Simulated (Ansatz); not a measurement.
Crystal: TaN.

```
Ta N
1.0
     2.92177    0.00000    0.00000
    -1.46088    2.53033    0.00000
     0.00000    0.00000    5.91652
Ta N
2 2
Direct
  0.00000 0.00000 0.50000
  0.00000 0.00000 0.00000
  0.33333 0.66667 0.25000
  0.66667 0.33333 0.75000
```

The cell comes from a database or a generator and needn't be the stable form of this composition.

Below is the output of Ansatz 0.2.0 for this cell. Logs are shortened: lines on timing, memory, paths and dates and some standing lists are left out, and cuts for length are marked.

```text
Warning: RAYON_NUM_THREADS=2 ignored (pool sized by the plan → 2); use --threads N
Engine: ansatz 0.2.0, aarch64-unknown-linux-gnu
Pseudopotentials: kind: paw
Pseudopotential: Ta, paw, valence charge 13, recommended cutoff 420 eV (normal), Ta.paw.azcp
Pseudopotential: N, paw, valence charge 5, recommended cutoff 420 eV (normal), N.paw.azcp
Functional definition: PBE
  parameter kappa = 0.804
  parameter beta = 0.06672455060314922
  exchange = pbe_x(kappa = kappa, mu = beta*pi^2/3)
  correlation = pbe_c(beta = beta)
Crystal: 4 atoms, lattice volume = 43.741 Å³
Basis set: ecut = 420 eV, 847 PW (Γ), exchange–correlation on 40×40×80 points (8 copies of the dense FFT grid, shifted against one another)
Bands: 22, of which v1, the nominal top of the filled ones, is band 18 counted from 1 (17 counted from 0)
Symmetry: 24 space group operations
Space group: P63/mmc (ITA 194), of the structure as read, at distance tolerance 3.5e-5 Å
k-points: 24 of 196
Non-local potential: Ta, projectors of the file, l = 0: 3, l = 1: 2, l = 2: 2, l = 3: 1
Non-local potential: N, projectors of the file, l = 0: 2, l = 1: 2, l = 2: 1
PAW form: soft (Blöchl's): semilocal exchange-correlation on the pseudo side does not see the compensation charge
PAW one-centre angular grid: Ta, 590 points (default); XC on 64 Gauss nodes
PAW one-centre angular grid: N, 110 points (default); XC on 64 Gauss nodes
Initial density: superposition of atomic densities (neutral atoms: chi_scale 0, normalization atom), corrected by the library's trained network
Initial wavefunctions: pseudopotential atomic-orbital guess
[... 234 lines left out ...]
  P = ⅓ Tr σ = -1.1016 GPa (-11.016 kbar)
--- Band table (eV; the first three rows and the last of 24) ---
  k-point 0: bands = ["-48.5304", "-48.4939", "-15.6209", "-14.8729", "-14.6291", "-14.6291", "-14.5686", "-14.5686", "2.4206", "4.7620", "10.7117", "15.1257", "15.1257", "15.6611", "16.4469", "17.9440", "17.9440", "19.7125", "19.7125", "20.4970", "20.4970", "22.2673"]
  k-point 1: bands = ["-48.5250", "-48.4993", "-15.5173", "-14.9889", "-14.6203", "-14.6203", "-14.5775", "-14.5775", "2.7079", "4.3284", "11.3355", "14.4416", "15.3735", "15.3735", "17.1410", "17.1410", "17.5660", "20.4675", "20.4675", "20.6605", "20.6605", "21.2200"]
  k-point 2: bands = ["-48.5122", "-48.5122", "-15.2593", "-15.2593", "-14.5989", "-14.5989", "-14.5989", "-14.5989", "3.4537", "3.4537", "12.7779", "12.7779", "16.0852", "16.0852", "16.0852", "16.0852", "19.2800", "19.2800", "20.9183", "20.9183", "20.9183", "20.9183"]
  k-point 23: bands = ["-48.4241", "-48.4241", "-15.4312", "-15.4312", "-15.1639", "-15.1639", "-15.0255", "-15.0255", "4.6809", "4.6809", "12.9521", "12.9521", "13.6929", "13.6929", "14.8017", "14.8017", "19.2925", "19.2925", "21.8663", "21.8663", "23.9488", "23.9488"]
--- Elastic constants: 3 strain directions × 2 members + reference (group order 24) ---
  dense FFT box of the reference and of every strained cell: 20×20×40
  strains applied: 11, 33, 23; error gains: componentwise 1.00 (the most a stress slope's error grows in a printed constant), spectral 1.41 (1 for all six strains in a standard setting)
  C = ∂σ_k/∂η_j (tension-positive GPa; Voigt order 11 22 33 23 13 12):
       507.497    275.241    135.980     -0.000      0.000      0.000
       275.241    507.497    135.980     -0.000      0.000     -0.000
       137.902    137.902    793.938     -0.000      0.000      0.000
         0.000     -0.000      0.000    256.999     -0.000      0.000
         0.000     -0.000     -0.000     -0.000    256.999      0.000
        -0.000     -0.000     -0.000      0.000     -0.000    116.128
  reference stress σ⁰ (GPa):      1.869      1.869     -0.432      0.000      0.000      0.000
  C* (energy form; C + prestress term) asymmetry max|C*_kj − C*_jk| = 3.798e-1 GPa — a small one proves nothing (zero by symmetry where the batch's group is 432, −43m or m−3m); a large one is finite-difference/SCF noise where every solve meets its electron count
  moduli (Voigt/Reuss/Hill, GPa): K = 323.02/320.34/321.68   G = 210.01/176.53/193.27   E = 483.07   ν = 0.250
  mechanically stable: yes (min eigenvalue of sym C = 116.13 GPa)
  the stresses are not corrected for the forces that the relaxations left standing (`elastic.f_tol`)
  strain η (Voigt 11):  stress-route row diagonal C_11 = 507.50 GPa, energy-path curvature d²(F+E_count+ΔE)/dδ²/Ω₀ = 506.07 GPa
         δ    σ_11 (GPa)             F (eV)   n_scf  n_hpsi   n_pw
    -2.000e-3       0.8411      -20636.1907678       9   18748    870   relax 3 steps, max|allowed force component| 6.39e-6 eV/Å
     2.000e-3       2.8711      -20636.1888274       9   18780    872   relax 3 steps, max|allowed force component| 2.93e-7 eV/Å
  strain η (Voigt 33):  stress-route row diagonal C_33 = 793.94 GPa, energy-path curvature d²(F+E_count+ΔE)/dδ²/Ω₀ = 795.09 GPa
         δ    σ_33 (GPa)             F (eV)   n_scf  n_hpsi   n_pw
    -2.000e-3      -2.0271      -20636.1893322       9   10590    866   relax 0 steps, max|allowed force component| 3.42e-16 eV/Å
     2.000e-3       1.1487      -20636.1899073       6    8960    870   relax 0 steps, max|allowed force component| 3.05e-16 eV/Å
  strain η (Voigt 23):  stress-route row diagonal C_44 = 257.00 GPa, energy-path curvature d²(F+E_count+ΔE)/dδ²/Ω₀ = 256.80 GPa
         δ    σ_23 (GPa)             F (eV)   n_scf  n_hpsi   n_pw
    -2.000e-3      -0.5140      -20636.1899087       9   24128    870   relax 2 steps, max|allowed force component| 2.44e-5 eV/Å
     2.000e-3       0.5140      -20636.1899087       9   24076    870   relax 2 steps, max|allowed force component| 2.44e-5 eV/Å
```

Task: What input gives this log?

Result: Elastic constants with PBE, no spin polarisation. The files as run (others can give the same):

input.yaml
```yaml
crystal:
  lattice:
    - [2.9217699809, 0.0, 0.0]
    - [-1.4608849905, 2.5303270275, 0.0]
    - [0.0, 0.0, 5.916515]
  atoms:
    - { symbol: Ta, position: [0.0, 0.0, 0.5] }
    - { symbol: Ta, position: [0.0, 0.0, 0.0] }
    - { symbol: "N", position: [0.3333333333, 0.6666666667, 0.25] }
    - { symbol: "N", position: [0.6666666667, 0.3333333333, 0.75] }
hamiltonian:
  xc: pbe
  pseudopotentials: { kind: paw }
kpoints:
  mp_grid: { grid: [7, 7, 4] }
scf:
  occupations: { method: fermi_dirac, width: 0.05 }
output:
  forces: true
  stress: true
elastic:
  mode: relaxed_ion
  stencil: two_point
```

Potentials or basis: Ansatz PAW.
Run with:
```bash
$ ansatz run input.yaml --threads 2 --pin off --max-ram 5632MiB --backend cpu --events-out ev --progress --plain --runs-dir out
```

Caveat: elastic constants of metals need much finer meshes, so these are rough; the pressure holds a Pulay correction of +0.4 GPa for the finite cutoff.
